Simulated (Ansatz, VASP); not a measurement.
# BN in two plane-wave programs, part 2 of 3

Aim: how closely do two programs agree when they are given the same cell, functional and k mesh? The cell is taken from a series of runs on this material, whose earlier steps may have relaxed, scaled, displaced or heated it; both programs get it as it stands.

VASP 6.6.1 and Ansatz 0.2.0.

So far: The structure; VASP: zone-centre phonons, LDA, pair 1.

**3. Ansatz: zone-centre phonons, LDA, pair 1**

Level of this step: Ansatz beside VASP: Kohn-Sham DFT, plane waves, LDA (Ansatz).

Ansatz runs on its PAW soft_1 files.

The same cell, functional (in two slightly different forms) and mesh now go to Ansatz, which takes its cutoff from its data sets.

input.yaml

```yaml
crystal:
  lattice:
    - [-0.0351916131, 1.7535199155, 1.8067946053]
    - [1.7535199155, -0.0351916131, 1.8067946053]
    - [1.7183283024, 1.7183283024, 0.0]
  atoms:
    - { symbol: B, position: [-0.0008472088, -0.0008472088, 0.0008472088] }
    - { symbol: "N", position: [0.2508472088, 0.2508472088, 0.2491527912] }
kpoints:
  mp_grid: { grid: [12, 12, 12] }
hamiltonian:
  xc: lda
  pseudopotentials: { kind: paw, azcp: { folder: soft_1 }, xc_functional: pbe }
scf:
  occupations: { method: fixed }
output:
  eigenvalues: true
phonons:
  method: dfpt
  dielectric: true
  rigid_motions: translations
```

Started as:

```console
ansatz run input.yaml --threads 4 --pin off --max-ram 10240MiB --backend cpu --events-out ev --progress --plain --runs-dir out
```

Numbers of over 12 decimals in the logs are rounded to 6 here.

The log of the run:

```text
Engine: ansatz 0.2.0, aarch64-unknown-linux-gnu
Pseudopotentials: kind: paw
Pseudopotential: B, paw, valence charge 3, recommended cutoff 420 eV (normal), soft_1/B.paw.azcp
Pseudopotential: N, paw, valence charge 5, recommended cutoff 420 eV (normal), soft_1/N.paw.azcp
Functional definition: SPW92
  exchange = slater_x
  correlation = pw_c
Crystal: 2 atoms, lattice volume = 11.107 Å³
Basis set: ecut = 420 eV, 215 PW (Γ), exchange–correlation on 36×36×36 points (8 copies of the dense FFT grid, shifted against one another)
Bands: 8, of which v1, the nominal top of the filled ones, is band 4 counted from 1 (3 counted from 0)
Symmetry: 4 space group operations
k-points: 868 of 1728 (irreducible under 1 space group operation, time reversal used)
Non-local potential: B, projectors of the file, l = 0: 2, l = 1: 2, l = 2: 1
Non-local potential: N, projectors of the file, l = 0: 2, l = 1: 2, l = 2: 1
PAW form: soft (Blöchl's): semilocal exchange-correlation on the pseudo side does not see the compensation charge
PAW frozen core: B, regenerated for the run's functional, and the local potential with it (the file was generated under x = pbe(κ = 0.804, μ = 0.219515), c = pbe(β = 0.066725))
PAW frozen core: N, regenerated for the run's functional, and the local potential with it (the file was generated under x = pbe(κ = 0.804, μ = 0.219515), c = pbe(β = 0.066725))
PAW one-centre angular grid: B, 110 points (default); XC on 64 Gauss nodes
PAW one-centre angular grid: N, 110 points (default); XC on 64 Gauss nodes
Initial density: superposition of atomic densities (chi_scale 0.1, normalization cell, long waves kept (reshape's long-wave potential 0.00 eV rms))
Initial wavefunctions: pseudopotential atomic-orbital guess
Functional: x = slater, c = lda
SCF iter   1: F=—  HF=-527.252777 eV  |F-HF|=—  |Δ(HF+E_count)|=         —  Δρ=1.58e-1  dr2=2.17e0  ethr=3.10e-3  ⟨swp⟩=3.9  Hψ=39258  notcnv=0  defer=1527
preconditioner: auto → none  [insulator: Δε(μ)=5.579 eV  Ē_g=21.130 eV  n_scr=0 (ndim 8)  ℏωp=31.5 eV  f_vac=0.000  ε∞_Penn≈3.2]
SCF iter   2: F=—  HF=-526.498934 eV  |F-HF|=—  |Δ(HF+E_count)|=   7.54e-1  Δρ=6.61e-2  dr2=2.68e-1  ethr=3.10e-3  ⟨swp⟩=2.0  Hψ=20396  notcnv=0  defer=223
SCF iter   3: F=—  HF=-526.422242 eV  |F-HF|=—  |Δ(HF+E_count)|=   7.67e-2  Δρ=2.20e-2  dr2=3.28e-2  ethr=3.10e-3  ⟨swp⟩=3.0  Hψ=12121  notcnv=0  defer=1602
SCF iter   4: F=—  HF=-526.412556 eV  |F-HF|=—  |Δ(HF+E_count)|=   9.69e-3  Δρ=3.01e-3  dr2=3.32e-4  ethr=4.10e-4  ⟨swp⟩=3.0  Hψ=12203  notcnv=0  defer=1728
SCF iter   5: F=—  HF=-526.412540 eV  |F-HF|=—  |Δ(HF+E_count)|=   1.65e-5  Δρ=1.69e-4  dr2=1.30e-6  ethr=4.16e-6  ⟨swp⟩=3.0  Hψ=11015  notcnv=0  defer=1736
SCF iter   6: F=—  HF=-526.412540 eV  |F-HF|=—  |Δ(HF+E_count)|=   5.70e-8  Δρ=1.60e-5  dr2=6.20e-9  ethr=1.62e-8  ⟨swp⟩=2.4  Hψ=10397  notcnv=0  defer=113
SCF iter   7: F=-526.412540 eV  HF=-526.412540 eV  |F-HF|=1.43e-11  |Δ(HF+E_count)|=  1.57e-10  Δρ=6.73e-7  dr2=3.06e-11  ethr=1.25e-12  ⟨swp⟩=6.0  Hψ=42013  notcnv=0
SCF 1 converged in 7 iterations: F = -526.412540 eV  dr2 = 3.06e-11
  greatest PAW one-centre occupation: 0.787 electrons in one spin orbital (limit 2), on the N atom at site 1 (counted from 0), in its partial waves of l = 0
NSCF: frozen V_eff on 4 k-points
DFPT response loops at Γ: preconditioner auto → none (the input reference at scf.mixing.eps_inf says where Resta's filter doesn't serve); β = 0.50; Broyden in place of MSR1
SCF converged after 7 iterations
Free energy (F): -526.412540 eV
Harris-Foulkes:  -526.412540 eV  (|F-HF|=1.43e-11)
Internal energy: -526.412540 eV  (E = F + TS)
E sigma→0 (E₀):  -526.412540 eV
Fermi energy:    12.220352 eV
--- Per-component energies (eV) ---
  E_band       = 30.331914
  E_kinetic    = 186.955179
  E_local      = -153.814628  (includes V_loc(G=0)·N_el)
  E_nonlocal   = 44.349839
  E_hartree    = 46.994463
  E_xc         = -93.283619
  E_vxc        = -115.836997  (∫ρ·V_xc dr)
  E_paw        = -191.962248  (= ΣΔE_a)
  E_vpaw       = -25.311252  (= ΣTr[D̂ρ^β])
  E_aug_tail   = 0.000907  (compensation charges beyond the density's cutoff)
  E_ewald      = -365.778310
  E_core_change = 0.125878  (= ΣΔE_core)
  E_smearing   = -0.000000  (= −TS)
  E_closure    = 0.000000  (closes the sum)
  Σ components = -526.412540   (vs F -526.412540, Δ=0.00e0)
--- Band table (eV; the first three rows and the last of 868) ---
  k-point 0: bands = ["-8.8655", "11.6875", "11.8670", "12.2204", "20.3154", "20.7959", "21.3908", "23.6273"]
  k-point 1: bands = ["-8.6817", "11.0718", "11.6752", "11.7114", "20.6397", "20.9450", "21.6713", "24.2032"]
  k-point 2: bands = ["-8.1359", "9.0093", "11.0955", "11.2200", "21.3188", "21.4021", "22.2378", "25.4224"]
  k-point 867: bands = ["-4.0902", "0.7220", "9.4710", "9.9216", "22.3788", "22.6248", "22.8777", "27.5388"]
--- Phonons (Γ-DFPT): 4 representative perturbations + reference, on 868 of 1728 k-points (Σ response iterations 12) ---
  k mesh reduced under 1 symmetry operation, with k and −k counted as one. Each operation leaves every solved perturbation unchanged. A smaller set is not considered because the run solves the response to a homogeneous field
  ASR residual: 1.196e-4 → 0.000e0 eV/Å²; symmetrization residual: 3.094e-7 eV/Å²
  ASR residual per site (eV/Å²): 6.61e-5 1.20e-4
  Γ frequencies (cm⁻¹): 0.00 0.00 0.00 1063.30 1099.57 1159.66
  ε∞ (high-frequency dielectric tensor):
        4.507564    -0.100344     0.000000
       -0.100344     4.507564     0.000000
        0.000000     0.000000     4.645994
  ε⁰ (static dielectric tensor: ions relaxed, cell fixed):
        6.515161    -0.340050     0.000000
       -0.340050     6.515161     0.000000
        0.000000     0.000000     6.862066
  ε⁰ − ε∞ (ionic part):
        2.007597    -0.239706     0.000000
       -0.239706     2.007597     0.000000
        0.000000     0.000000     2.216072
  softest optical mode at Γ: 1063.30 cm⁻¹; the repairs (sum rule, projections) moved no ω² at Γ by more than (1.57 cm⁻¹)²
  Born effective charges Z* (e; rows j = field, columns β = displacement):
    site 0:
         1.84003   -0.03056    0.00000
        -0.03056    1.84003    0.00000
         0.00000    0.00000    1.92091
    site 1:
        -1.84003    0.03056   -0.00000
         0.03056   -1.84003   -0.00000
        -0.00000   -0.00000   -1.92091
  Z* charge neutrality: 7.402e-6 e pre-enforcement
  k-mesh period / interband length: 29.2 Å / 1.28 Å = 22.78 at k = (-0.5000, -0.5000, 0.0000), direct gap 9.190 eV — 14 or more, which is no proof of convergence
  optical modes at Γ without the LO–TO term, one row a degenerate level:
      ω (cm⁻¹)  modes    IR ((D/Å)²/amu)
       1063.30      1            13.2313
       1099.57      1            13.9525
       1159.66      1            12.3806
  optical modes at Γ + LO–TO along q̂ = [1.0000, 0.0000, 0.0000]:
      ω (cm⁻¹)  modes    IR ((D/Å)²/amu)
       1099.57      1            13.9525
       1104.89      1            12.9499
       1341.72      1            12.6620
  optical modes at Γ + LO–TO along q̂ = [0.0000, 1.0000, 0.0000]:
      ω (cm⁻¹)  modes    IR ((D/Å)²/amu)
       1099.57      1            13.9525
       1104.89      1            12.9499
       1341.72      1            12.6620
  optical modes at Γ + LO–TO along q̂ = [0.0000, 0.0000, 1.0000]:
      ω (cm⁻¹)  modes    IR ((D/Å)²/amu)
       1063.30      1            13.2313
       1159.66      1            12.3806
       1336.32      1            13.9525
```

**4. Differences**

Known differences besides the potentials themselves: the two LDA forms differ slightly; fixed occupations in Ansatz, narrow Gaussian smearing in VASP; the cutoff is 420 eV in Ansatz and 600 eV in VASP; VASP's log shows a relativistic correction to its local exchange, Ansatz's none. Total energies have different zeros and are not compared.

The two programs side by side:

| quantity | Ansatz | VASP | difference |
| --- | --- | --- | --- |
| ε∞ xx | 4.51 | 4.51 | +0.05 % |
| ε∞ yy | 4.51 | 4.51 | +0.05 % |
| ε∞ zz | 4.65 | 4.64 | +0.05 % |
| Born charge of B1 (mean of the diagonal) (e) | 1.87 | 1.86 | 0.00 |
| Born charge of N2 (mean of the diagonal) (e) | -1.87 | -1.86 | 0.00 |
| optical mode 1 (cm⁻¹) | 1063.3 | 1067.5 | -0.40 % |
| optical mode 2 (cm⁻¹) | 1099.6 | 1104.2 | -0.42 % |
| optical mode 3 (cm⁻¹) | 1159.7 | 1163.3 | -0.31 % |

Modes are paired by rising frequency, not by their patterns, so a pair may set unlike modes beside each other; they are those without the splitting of longitudinal modes.

**5. Ansatz: zone-centre phonons, LDA, pair 2**

Second derivatives magnify differences that forces hide, and they need a tight electronic threshold. The cell compared in this pair holds 11.20 Å³, against 11.11 Å³ for the pair before.

The cell is taken from a series of runs on this material, whose earlier steps may have relaxed, scaled, displaced or heated it; both programs get it as it stands.

input.yaml, the sections that differ from step 3:

```yaml
crystal:
  lattice:
    - [-0.0264199762, 1.7626475318, 1.8025566233]
    - [1.7626475318, -0.0264199762, 1.8025566233]
    - [1.7362275556, 1.7362275556, 0.0]
  atoms:
    - { symbol: B, position: [-0.0005858507, -0.0005858507, 0.0005858507] }
    - { symbol: "N", position: [0.2505858507, 0.2505858507, 0.2494141493] }
# kpoints, hamiltonian, scf, output, phonons: as in step 3
```

The log of the run:

```text
[...]
Crystal: 2 atoms, lattice volume = 11.198 Å³
Basis set: ecut = 420 eV, 215 PW (Γ), exchange–correlation on 36×36×36 points (8 copies of the dense FFT grid, shifted against one another)
Bands: 8, of which v1, the nominal top of the filled ones, is band 4 counted from 1 (3 counted from 0)
Symmetry: 4 space group operations
k-points: 868 of 1728 (irreducible under 1 space group operation, time reversal used)
[...]
optical modes at Γ + LO–TO along q̂ = [1.0000, 0.0000, 0.0000]:
      ω (cm⁻¹)  modes    IR ((D/Å)²/amu)
[...]
optical modes at Γ + LO–TO along q̂ = [0.0000, 1.0000, 0.0000]:
      ω (cm⁻¹)  modes    IR ((D/Å)²/amu)
[...]
1329.48      1            12.8360
  optical modes at Γ + LO–TO along q̂ = [0.0000, 0.0000, 1.0000]:
      ω (cm⁻¹)  modes    IR ((D/Å)²/amu)
       1063.52      1            13.2545
       1137.83      1            12.5929
       1325.85      1            13.7837
[key lines of the parts left out:]
SCF converged after 7 iterations
Free energy (F): -526.438888 eV
Fermi energy:    11.993382 eV
```

**6. VASP: zone-centre phonons, LDA, pair 2**

The same cell, functional (in two slightly different forms) and mesh now go to VASP, with its own data sets.

INCAR

```
SYSTEM = BN
PREC = Accurate
ENCUT = 600
EDIFF = 1E-08
NELM = 120
ISMEAR = 0
SIGMA = 0.01
LREAL = .FALSE.
ALGO = Normal
GGA = CA
NBANDS = 10
LORBIT = 11
LWAVE = .FALSE.
LCHARG = .FALSE.
ISIF = 2
IBRION = 8
LEPSILON = .TRUE.
LASPH = .TRUE.
GGA_COMPAT = .FALSE.
EFERMI = MIDGAP
KPAR = 2
```

POSCAR

```
BN
1.0
   -0.0264199762      1.7626475318      1.8025566233
    1.7626475318     -0.0264199762      1.8025566233
    1.7362275556      1.7362275556      0.0000000000
B N
1 1
Direct
    0.9994141493      0.9994141493      0.0005858507
    0.2505858507      0.2505858507      0.2494141493
```

KPOINTS

```
Automatic mesh
0
Gamma
12 12 12
0 0 0
```

The projector-augmented-wave data sets are B and N (LDA family, release 64).

Started as:

```console
mpirun -np 2 vasp_std
```

The log of the run:

```text
[... set-up lines as in an earlier step ...]
 entering main loop
       N       E                     dE             d eps       ncg     rms          rms(c)
DAV:   1     0.110422016005E+02    0.11042E+02   -0.55962E+03  5776   0.893E+02
DAV:   2    -0.201235110941E+02   -0.31166E+02   -0.29779E+02  6706   0.171E+02
DAV:   3    -0.206165016876E+02   -0.49299E+00   -0.49178E+00  6496   0.186E+01
DAV:   4    -0.206171392607E+02   -0.63757E-03   -0.63756E-03  6120   0.783E-01
[...]
DAV:  11    -0.193813593011E+02   -0.40237E-06   -0.15412E-06  6230   0.946E-03    0.626E-03
DAV:  12    -0.193813592644E+02    0.36687E-07   -0.36933E-07  6208   0.396E-03    0.558E-04
DAV:  13    -0.193813592643E+02    0.74465E-10   -0.89709E-09  3512   0.928E-04
   1 F= -.19381359E+02 E0= -.19381359E+02  d E =0.000000E+00
 Linear response reoptimize wavefunctions to high precision
DAV:   1    -0.193813592643E+02   -0.32287E-10   -0.38314E-10  3860   0.212E-04
 Linear response G [H, r] |phi>, progress :
  Direction:   1
       N       E                     dE             d eps       ncg     rms
[...]
RMM:  10    -0.227621416142E+00    0.27838E-08    0.10795E-09 26544   0.837E-06    0.247E-07
 first order change of Fermi-energy   0.17912E-03
 force on displaced ion       2 direction 1 : -27.412  -1.833  -0.001
 Born effective charge ion    2 direction 1 :  -1.844   0.023  -0.000
 Linear response progress:
  Degree of freedom:   4/  4
       N       E                     dE             d eps       ncg     rms          rms(c)
RMM:   1    -0.230240912845E+00   -0.23024E+00    0.10886E-01 11225   0.334E+00
RMM:   2    -0.224555327663E+00    0.56856E-02   -0.20063E-03  8625   0.441E-01    0.242E-01
RMM:   3    -0.225514766800E+00   -0.95944E-03   -0.44487E-04  8344   0.170E-01    0.130E-01
RMM:   4    -0.227621160093E+00   -0.21064E-02   -0.41852E-04  8097   0.165E-01    0.237E-02
[...]
RMM:   9    -0.227693044207E+00    0.69869E-07    0.60623E-10  9693   0.208E-05    0.199E-06
RMM:  10    -0.227693027510E+00    0.16697E-07    0.63572E-10  8239   0.773E-06    0.500E-07
RMM:  11    -0.227693028379E+00   -0.86876E-09    0.57313E-10  6666   0.727E-06    0.242E-08
 first order change of Fermi-energy   0.48195E+01
 force on displaced ion       2 direction 3 :  -0.000  -0.000 -26.922
 Born effective charge ion    2 direction 3 :   0.000   0.000  -1.904
 Born effective charges drift removed
 Linear response finished
```

From OUTCAR (step 6):

```text
  Total        1.1543801      1.1543801      0.0776661      1.0851647      0.0000000      0.0000000
  in kB      165.1608526    165.1608526     11.1119425    155.2579918      0.0000000      0.0000000
  external PRESSURE =     113.8112159 kB  Pullay stress =       0.0000000 kB

 POSITION                                       TOTAL-FORCE (eV/Angst)
 -----------------------------------------------------------------------------------
      1.73623      1.73623      3.60300         0.000000      0.000000     -0.008210
      0.86811      0.86811      0.90339        -0.000000     -0.000000      0.008210
 -----------------------------------------------------------------------------------
    total drift:                                0.000001      0.000001      0.000023

 MACROSCOPIC STATIC DIELECTRIC TENSOR (including local field effects in DFT)
 ------------------------------------------------------
           4.516896    -0.077004     0.000000
          -0.077004     4.516896     0.000000
           0.000000     0.000000     4.620490
 ------------------------------------------------------

 MACROSCOPIC STATIC DIELECTRIC TENSOR IONIC CONTRIBUTION
 ------------------------------------------------------
           2.017013    -0.185993     0.000000
          -0.185993     2.017013     0.000000
           0.000000     0.000000     2.176023
 ------------------------------------------------------

[... 1 part as in an earlier step ...]

[... 1 further part left out ...]
```

**7. Differences**

Compared:

| quantity | Ansatz | VASP | difference |
| --- | --- | --- | --- |
| ε∞ xx | 4.52 | 4.52 | +0.06 % |
| ε∞ yy | 4.52 | 4.52 | +0.06 % |
| ε∞ zz | 4.62 | 4.62 | +0.05 % |
| Born charge of B1 (mean of the diagonal) (e) | 1.87 | 1.86 | 0.00 |
| Born charge of N2 (mean of the diagonal) (e) | -1.87 | -1.86 | 0.00 |
| optical mode 1 (cm⁻¹) | 1063.5 | 1067.8 | -0.40 % |
| optical mode 2 (cm⁻¹) | 1090.9 | 1095.5 | -0.42 % |
| optical mode 3 (cm⁻¹) | 1137.8 | 1141.8 | -0.34 % |

Modes are paired by rising frequency, not by their patterns, so a pair may set unlike modes beside each other; they are those without the splitting of longitudinal modes.

[end of part 2 of 3]

[Lines on the potential files, build, host, timing and source positions are cut from VASP's logs without a mark.]

[Logs are printed without paths, hosts, clocks, repeated set-up lines and the standing remarks that a program may print on its own settings, such as how far it seeks lower states.]

[Hosts, paths, dates, database ids (printed as entryN), source tags and the programs' standing remarks are cut or masked in the printed files.]
